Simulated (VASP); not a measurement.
CuI (Marshite): relaxation of the atoms with PBE+D3(BJ)

CuI (Marshite):

```
Cu I
1.0
     0.00000    3.00673    3.00673
     3.00673    0.00000    3.00673
     3.00673    3.00673    0.00000
Cu I
1 1
Direct
  0.25000 0.25000 0.25000
  0.00000 0.00000 0.00000
```

The cell isn't the ideal one: a relaxed cell with its volume scaled by 1.02.

| Item | Value |
| --- | --- |
| Program | VASP 6.6.1 |
| Task | relaxation of the atoms |
| Functional | PBE |
| Dispersion | D3(BJ) |
| Potentials or basis | VASP PAW PBE potentials, release 64 (Cu, I) |
| Cutoff | 600 eV |
| k mesh | 8 × 8 × 8 |
| Occupations | gaussian, width 0.03 eV |
| Spin | no spin polarisation |
| Further INCAR settings | ALGO = Normal; EDIFF = 1e-07; IBRION = 2; EDIFFG = -0.01; NSW = 40 |

| Item | Value |
| --- | --- |
| Pressure after relaxing | -0.9 GPa |
| Band gap on the k mesh | 1.21 eV, direct |
| Dispersion energy per atom | -0.352 eV |

Final structure:
```yaml
crystal:
  lattice:
    - [0.00000, 3.00673, 3.00673]
    - [3.00673, 0.00000, 3.00673]
    - [3.00673, 3.00673, 0.00000]
  atoms:
    - { symbol: Cu, position: [0.25000, 0.25000, 0.25000] }
    - { symbol: I, position: [0.00000, 0.00000, 0.00000] }
```

Levels at points of the mesh, in eV from the valence-band top:
```tsv
k point	band 6	band 7	band 8	band 9	band 10	band 11	band 12	band 13
(0.00, 0.00, 0.00)	-1.95	0.00	0.00	0.00	1.21	4.85	4.85	4.85
(0.50, 0.00, 0.00)	-1.93	-1.88	-0.75	-0.75	2.18	5.39	5.39	7.45
(0.50, 0.50, 0.00)	-1.89	-1.86	-1.58	-1.58	2.67	2.89	9.36	9.88
```

Wall time 14 s on 1 thread of Intel(R) Xeon(R) 6975P-C (Granite Rapids), on a shared host, peak memory 0.22 GiB.

Caveat: the relaxation stopped at its first step, so nothing moved; spin-orbit coupling is left out, which moves the levels of the heavy elements.
